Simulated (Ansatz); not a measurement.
# TiAl3 (I4/mmm) in Ansatz: elastic constants with PBEsol

Aim: the elastic constants of TiAl3 with PBEsol.

Program: Ansatz 0.2.0. These are calculated values, not measurements. Logs are shortened: lines on timing, memory, paths and dates and some standing lists are left out, and cuts for length are marked.

### 1 Starting point

Symmetry: I4/mmm, No. 139, tetragonal system. Conventional cell: a = 3.822 Å, b = 3.822 Å, c = 8.561 Å, α = 90.00°, β = 90.00°, γ = 90.00°. Around Ti (site symmetry 4/mmm) lie 12 Al at 2.70 to 2.87 Å. Around Al (site symmetry -4m2) lie 8 Al at 2.70 to 2.87 Å and 4 Ti at 2.87 Å. Al (site symmetry 4/mmm) is surrounded by 4 Ti at 2.70 Å and 8 Al at 2.87 Å.

The cell comes from a database or a generator and needn't be the stable form of this composition.

### 2 Elastic constants, PBEsol

The input, input.yaml:

```yaml
crystal:
  lattice:
    - [-1.9111067713, 1.9111067713, 4.2806687947]
    - [1.9111067713, -1.9111067713, 4.2806687947]
    - [1.9111067713, 1.9111067713, -4.2806687947]
  atoms:
    - { symbol: Ti, position: [0.0, 0.0, 0.0] }
    - { symbol: Al, position: [0.25, 0.75, 0.5] }
    - { symbol: Al, position: [0.75, 0.25, 0.5] }
    - { symbol: Al, position: [0.5, 0.5, 0.0] }
hamiltonian:
  xc: pbesol
  pseudopotentials: { kind: paw }
kpoints:
  mp_grid: { grid: [7, 7, 7] }
scf:
  occupations: { method: fermi_dirac, width: 0.05 }
output:
  forces: true
  stress: true
elastic:
  mode: clamped_ion
  stencil: two_point
```

Potentials or basis: Ansatz PAW.

Started as:

```
$ ansatz run input.yaml --threads 2 --pin off --max-ram 5632MiB --backend cpu --events-out ev --progress --plain --runs-dir out
```

The program printed:

```text
Warning: RAYON_NUM_THREADS=2 ignored (pool sized by the plan → 2); use --threads N
Engine: ansatz 0.2.0, aarch64-unknown-linux-gnu
Pseudopotentials: kind: paw
Pseudopotential: Ti, paw, valence charge 12, recommended cutoff 420 eV (normal), Ti.paw.azcp
Pseudopotential: Al, paw, valence charge 3, recommended cutoff 420 eV (normal), Al.paw.azcp
Functional definition: PBEsol
  exchange = pbesol_x
  correlation = pbesol_c
Crystal: 4 atoms, lattice volume = 62.538 Å³
Basis set: ecut = 420 eV, 1203 PW (Γ), exchange–correlation on 72×72×72 points (8 copies of the dense FFT grid, shifted against one another)
Bands: 15, of which v1, the nominal top of the filled ones, is band 11 counted from 1 (10 counted from 0)
Symmetry: 16 space group operations
Space group: I4/mmm (ITA 139), of the structure as read, at distance tolerance 4.0e-5 Å
k-points: 40 of 343
Non-local potential: Ti, projectors of the file, l = 0: 3, l = 1: 2, l = 2: 3, l = 3: 1
Non-local potential: Al, projectors of the file, l = 0: 2, l = 1: 2, l = 2: 1
PAW form: soft (Blöchl's): semilocal exchange-correlation on the pseudo side does not see the compensation charge
PAW frozen core: Ti, regenerated for the run's functional, and the local potential with it (the file was generated under x = pbe(κ = 0.804, μ = 0.2195149727645171), c = pbe(β = 0.06672455060314922))
PAW frozen core: Al, regenerated for the run's functional, and the local potential with it (the file was generated under x = pbe(κ = 0.804, μ = 0.2195149727645171), c = pbe(β = 0.06672455060314922))
PAW one-centre angular grid: Ti, 590 points (default); XC on 64 Gauss nodes
PAW one-centre angular grid: Al, 110 points (default); XC on 64 Gauss nodes
Initial density: superposition of atomic densities (neutral atoms: chi_scale 0, normalization atom), corrected by the library's trained network
Initial wavefunctions: pseudopotential atomic-orbital guess
Functional: x = pbesol(κ = 0.804, μ = 0.12345679012345678), c = pbesol(β = 0.046)
SCF iter   1: F=—  HF=-4049.170150 eV  |F-HF|=—  |Δ(HF+E_count)|=         —  Δρ=5.10e-3  dr2=1.75e-2  ethr=1.77e-3  ⟨swp⟩=5.7  Hψ=3522  notcnv=0
preconditioner: auto → Kerker (q_TF=auto, 2.275 Å⁻¹)  [metal: Δε(μ)=0.044 eV  Ē_g=5.571 eV  σ=0.050 eV  W_gap=0.21  n_scr=10 (ndim 8)  ℏωp=16.9 eV  f_vac=0.000  D(μ)=1.64/eV (n_scr^D=10)]
SCF iter   2: F=—  HF=-4049.167146 eV  |F-HF|=—  |Δ(HF+E_count)|=   3.00e-3  Δρ=2.01e-3  dr2=2.63e-3  ethr=8.32e-5  ⟨swp⟩=2.0  Hψ=1079  notcnv=0
SCF iter   3: F=—  HF=-4049.166667 eV  |F-HF|=—  |Δ(HF+E_count)|=   4.79e-4  Δρ=4.49e-4  dr2=1.76e-4  ethr=1.25e-5  ⟨swp⟩=2.1  Hψ=761  notcnv=0
SCF iter   4: F=—  HF=-4049.166623 eV  |F-HF|=—  |Δ(HF+E_count)|=   4.36e-5  Δρ=4.40e-5  dr2=1.78e-6  ethr=8.37e-7  ⟨swp⟩=2.1  Hψ=794  notcnv=0
SCF iter   5: F=—  HF=-4049.166630 eV  |F-HF|=—  |Δ(HF+E_count)|=   6.35e-6  Δρ=1.18e-5  dr2=8.01e-8  ethr=8.48e-9  ⟨swp⟩=2.2  Hψ=844  notcnv=0
SCF iter   6: F=—  HF=-4049.166630 eV  |F-HF|=—  |Δ(HF+E_count)|=   5.91e-9  Δρ=2.10e-6  dr2=2.68e-9  ethr=3.82e-10  ⟨swp⟩=2.4  Hψ=846  notcnv=0
SCF iter   7: F=—  HF=-4049.166630 eV  |F-HF|=—  |Δ(HF+E_count)|=  1.72e-10  Δρ=5.25e-7  dr2=2.35e-10  ethr=1.28e-11  ⟨swp⟩=2.1  Hψ=742  notcnv=0
SCF iter   8: F=—  HF=-4049.166630 eV  |F-HF|=—  |Δ(HF+E_count)|=  3.68e-11  Δρ=1.14e-7  dr2=1.37e-11  ethr=1.12e-12  ⟨swp⟩=2.0  Hψ=704  notcnv=0
SCF iter   9: F=—  HF=-4049.166630 eV  |F-HF|=—  |Δ(HF+E_count)|=  3.18e-12  Δρ=1.42e-8  dr2=1.30e-13  ethr=6.52e-14 (applied; sched 1.00e-12)  ⟨swp⟩=2.1  Hψ=728  notcnv=0
SCF iter  10: F=-4049.166630 eV  HF=-4049.166630 eV  |F-HF|=9.09e-13  |Δ(HF+E_count)|=    0.00e0  Δρ=1.69e-9  dr2=1.77e-15  ethr=1.00e-12  ⟨swp⟩=3.2  Hψ=1611  notcnv=0
SCF 1 converged in 10 iterations: F = -4049.166630 eV  dr2 = 1.77e-15
Crystal: 4 atoms, lattice volume = 62.413 Å³
Symmetry: 8 space group operations
k-points: 64 of 343
Initial density: handed on by an earlier stage of this run
Initial wavefunctions: those handed on with the density
iter 1 solved again at ethr=7.79e-8 eV; its pass at ethr=3.10e-3 eV (dr2=1.64e-5 eV) is discarded
SCF iter   1: F=—  HF=-4049.166971 eV  |F-HF|=—  |Δ(HF+E_count)|=         —  Δρ=1.27e-4  dr2=1.78e-5  ethr=7.79e-8  ⟨swp⟩=2.0  Hψ=5886  notcnv=0
preconditioner: auto → Kerker (q_TF=auto, 2.275 Å⁻¹)  [metal: Δε(μ)=0.034 eV  Ē_g=5.548 eV  σ=0.050 eV  W_gap=0.17  n_scr=10 (ndim 8)  ℏωp=16.9 eV  f_vac=0.000  D(μ)=1.65/eV (n_scr^D=10)]
SCF iter   2: F=—  HF=-4049.166975 eV  |F-HF|=—  |Δ(HF+E_count)|=   4.44e-6  Δρ=7.44e-5  dr2=6.60e-6  ethr=7.79e-8  ⟨swp⟩=1.0  Hψ=960  notcnv=0
SCF iter   3: F=—  HF=-4049.166970 eV  |F-HF|=—  |Δ(HF+E_count)|=   5.75e-6  Δρ=9.86e-6  dr2=1.11e-7  ethr=3.14e-8  ⟨swp⟩=2.3  Hψ=1288  notcnv=0
SCF iter   4: F=—  HF=-4049.166970 eV  |F-HF|=—  |Δ(HF+E_count)|=   5.90e-7  Δρ=2.94e-6  dr2=6.60e-9  ethr=5.29e-10  ⟨swp⟩=2.0  Hψ=1287  notcnv=0
SCF iter   5: F=—  HF=-4049.166970 eV  |F-HF|=—  |Δ(HF+E_count)|=   1.01e-9  Δρ=6.81e-7  dr2=2.11e-10  ethr=3.14e-11  ⟨swp⟩=2.3  Hψ=1303  notcnv=0
SCF iter   6: F=—  HF=-4049.166970 eV  |F-HF|=—  |Δ(HF+E_count)|=  2.82e-11  Δρ=1.32e-7  dr2=8.02e-12  ethr=1.01e-12  ⟨swp⟩=2.1  Hψ=1579  notcnv=0
[... 58 lines left out ...]
SCF iter   4: F=—  HF=-4049.166534 eV  |F-HF|=—  |Δ(HF+E_count)|=   6.73e-7  Δρ=2.12e-6  dr2=1.06e-9  ethr=5.68e-10  ⟨swp⟩=2.0  Hψ=1334  notcnv=0
SCF iter   5: F=—  HF=-4049.166534 eV  |F-HF|=—  |Δ(HF+E_count)|=  2.21e-10  Δρ=1.53e-7  dr2=6.52e-12  ethr=5.04e-12  ⟨swp⟩=2.0  Hψ=1518  notcnv=0
SCF iter   6: F=-4049.166534 eV  HF=-4049.166534 eV  |F-HF|=9.09e-13  |Δ(HF+E_count)|=  3.18e-12  Δρ=1.46e-8  dr2=7.02e-14  ethr=1.00e-12  ⟨swp⟩=2.7  Hψ=3580  notcnv=0
SCF 8 converged in 6 iterations: F = -4049.166534 eV  dr2 = 7.02e-14
iter 1 solved again at ethr=3.32e-11 eV; its pass at ethr=3.10e-3 eV (dr2=6.97e-9 eV) is discarded
SCF iter   1: F=—  HF=-4049.166528 eV  |F-HF|=—  |Δ(HF+E_count)|=         —  Δρ=1.79e-5  dr2=7.20e-9  ethr=3.32e-11  ⟨swp⟩=2.0  Hψ=5582  notcnv=0
preconditioner: auto → Kerker (q_TF=auto, 2.275 Å⁻¹)  [metal: Δε(μ)=0.031 eV  Ē_g=5.539 eV  σ=0.050 eV  W_gap=0.15  n_scr=10 (ndim 8)  ℏωp=16.9 eV  f_vac=0.000  D(μ)=1.67/eV (n_scr^D=10)]
SCF iter   2: F=—  HF=-4049.166534 eV  |F-HF|=—  |Δ(HF+E_count)|=   5.95e-6  Δρ=9.04e-6  dr2=1.61e-9  ethr=3.32e-11  ⟨swp⟩=2.0  Hψ=1360  notcnv=0
SCF iter   3: F=—  HF=-4049.166534 eV  |F-HF|=—  |Δ(HF+E_count)|=   4.92e-8  Δρ=3.95e-7  dr2=1.35e-11  ethr=7.69e-12  ⟨swp⟩=1.1  Hψ=965  notcnv=0
SCF iter   4: F=—  HF=-4049.166534 eV  |F-HF|=—  |Δ(HF+E_count)|=  8.64e-11  Δρ=5.89e-8  dr2=1.72e-12  ethr=6.42e-14 (applied; sched 1.00e-12)  ⟨swp⟩=2.0  Hψ=1176  notcnv=0
SCF iter   5: F=-4049.166534 eV  HF=-4049.166534 eV  |F-HF|=0.00e0  |Δ(HF+E_count)|=  9.09e-13  Δρ=6.83e-9  dr2=1.80e-14  ethr=1.00e-12  ⟨swp⟩=2.7  Hψ=3298  notcnv=0
SCF 9 converged in 5 iterations: F = -4049.166534 eV  dr2 = 1.80e-14
SCF converged after 10 iterations
Free energy (F): -4049.166630 eV
Harris-Foulkes:  -4049.166630 eV  (|F-HF|=9.09e-13)
Internal energy: -4049.152882 eV  (E = F + TS)
E sigma→0 (E₀):  -4049.159756 eV
Entropy (-TS):   -0.013748 eV (-3.437 meV/atom)
Fermi energy:    9.621993 eV
--- Per-component energies (eV) ---
  E_band       = -150.336723
  E_kinetic    = 344.317763
  E_local      = -1188.798984  (includes V_loc(G=0)·N_el)
  E_nonlocal   = 41.794632
  E_hartree    = 523.049425
  E_xc         = -216.549952
  E_vxc        = -211.100304  (∫ρ·V_xc dr)
  E_paw        = -2387.771918  (= ΣΔE_a)
  E_vpaw       = -182.648786  (= ΣTr[D̂ρ^β])
  E_aug_tail   = 0.000105  (compensation charges beyond the density's cutoff)
  E_ewald      = -1165.390755
  E_core_change = 0.196801  (= ΣΔE_core)
  E_smearing   = -0.013748  (= −TS)
  E_closure    = 0.000000  (closes the sum)
  Σ components = -4049.166630   (vs F -4049.166630, Δ=0.00e0)
--- Forces (eV/Å), atoms counted from 1 ---
  atom   1  Ti    -0.00000000     0.00000000    -0.00000000
  atom   2  Al     0.00000000     0.00000000     0.00000000
  atom   3  Al     0.00000000    -0.00000000     0.00000000
  atom   4  Al    -0.00000000     0.00000000    -0.00000000
  max |Σ_I F_I| component: 6.94e-18 eV/Å
--- Stress (GPa, compression-positive) ---
       -0.630938      -0.000000       0.000000
       -0.000000      -0.630938      -0.000000
        0.000000       0.000000      -0.235526
  P = ⅓ Tr σ = -0.4991 GPa (-4.991 kbar)
--- Band table (eV; the first three rows and the last of 40) ---
  k-point 0: bands = ["-46.5569", "-22.9845", "-22.9845", "-22.9017", "-0.4891", "6.7581", "7.0038", "8.1968", "8.3947", "8.3947", "10.4687", "11.3770", "11.3770", "11.8490", "12.1014"]
  k-point 1: bands = ["-46.5564", "-22.9899", "-22.9891", "-22.9009", "-0.0644", "6.7585", "7.0979", "7.3890", "7.8188", "8.3896", "9.0803", "11.5230", "11.6928", "11.7091", "12.7407"]
  k-point 2: bands = ["-46.5553", "-23.0009", "-22.9994", "-22.8992", "1.1637", "6.0709", "6.2625", "6.9552", "7.2643", "8.1015", "8.4390", "11.2783", "11.7698", "11.8146", "12.5484"]
  k-point 39: bands = ["-46.5566", "-22.9901", "-22.9844", "-22.9041", "1.3213", "2.2386", "6.4832", "8.5589", "8.6676", "10.0814", "10.2167", "10.3585", "10.7139", "13.1841", "14.6183"]
--- Elastic constants: 4 strain directions × 2 members + reference (group order 16) ---
  dense FFT box of the reference and of every strained cell: 36×36×36
  strains applied: 11, 33, 23, 12; error gains: componentwise 1.00 (the most a stress slope's error grows in a printed constant), spectral 1.41 (1 for all six strains in a standard setting)
  C = ∂σ_k/∂η_j (tension-positive GPa; Voigt order 11 22 33 23 13 12):
       199.035     84.678     49.654      0.000      0.000     -0.000
        84.678    199.035     49.654      0.000      0.000     -0.000
        50.057     50.057    219.360      0.000      0.000     -0.000
         0.000      0.000      0.000    101.464      0.000      0.000
         0.000      0.000     -0.000      0.000    101.464      0.000
         0.000      0.000      0.000      0.000      0.000    123.405
  reference stress σ⁰ (GPa):      0.631      0.631      0.236      0.000     -0.000      0.000
  C* (energy form; C + prestress term) asymmetry max|C*_kj − C*_jk| = 7.211e-3 GPa — a small one proves nothing (zero by symmetry where the batch's group is 432, −43m or m−3m); a large one is finite-difference/SCF noise where every solve meets its electron count
  moduli (Voigt/Reuss/Hill, GPa): K = 109.58/109.49/109.53   G = 94.14/88.05/91.09   E = 213.97   ν = 0.174
  mechanically stable: yes (min eigenvalue of sym C = 101.46 GPa)
  strain η (Voigt 11):  stress-route row diagonal C_11 = 199.04 GPa, energy-path curvature d²(F+E_count+ΔE)/dδ²/Ω₀ = 199.01 GPa
         δ    σ_11 (GPa)             F (eV)   n_scf  n_hpsi   n_pw
    -2.000e-3       0.2311       -4049.1669702       8   17013   1244
     2.000e-3       1.0272       -4049.1659810       5   13412   1248
  strain η (Voigt 33):  stress-route row diagonal C_33 = 219.36 GPa, energy-path curvature d²(F+E_count+ΔE)/dδ²/Ω₀ = 219.30 GPa
         δ    σ_33 (GPa)             F (eV)   n_scf  n_hpsi   n_pw
    -2.000e-3      -0.2051       -4049.1666438       8   11065   1244
     2.000e-3       0.6724       -4049.1662800       6    9368   1248
  strain η (Voigt 23):  stress-route row diagonal C_44 = 101.46 GPa, energy-path curvature d²(F+E_count+ΔE)/dδ²/Ω₀ = 101.22 GPa
         δ    σ_23 (GPa)             F (eV)   n_scf  n_hpsi   n_pw
    -2.000e-3      -0.2029       -4049.1665512       7   25392   1248
     2.000e-3       0.2029       -4049.1665512       5   20945   1248
  strain η (Voigt 12):  stress-route row diagonal C_66 = 123.40 GPa, energy-path curvature d²(F+E_count+ΔE)/dδ²/Ω₀ = 123.05 GPa
         δ    σ_12 (GPa)             F (eV)   n_scf  n_hpsi   n_pw
    -2.000e-3      -0.2468       -4049.1665335       6   15685   1246
     2.000e-3       0.2468       -4049.1665335       5   13545   1246
```

Run time: 29 s. Hardware: 2 threads of Arm Neoverse N1, shared host; peak memory 0.41 GiB.

What came out:

| Item | Value |
| --- | --- |
| Free energy | -4049.1666 eV |
| Pressure | -0.5 GPa |
| Band gap on the k mesh | none (metal or under the smearing width) |
| Voigt bulk modulus | 110 GPa |

Stress tensor (GPa, compression positive):
```
-0.63  0.00  0.00
 0.00 -0.63  0.00
 0.00  0.00 -0.24
```

Elastic tensor in Voigt notation (GPa, ions clamped, in the Cartesian axes of the cell as first typed):
```
199  85  50   0   0   0
 85 199  50   0   0   0
 50  50 219   0   0   0
  0   0   0 101   0   0
  0   0   0   0 101   0
  0   0   0   0   0 123
```

Caveat: elastic constants of metals need much finer meshes, so these are rough; the PAW data sets come from PBE, with cores solved anew for the run's functional, which leaves a small shift of forces and pressure.
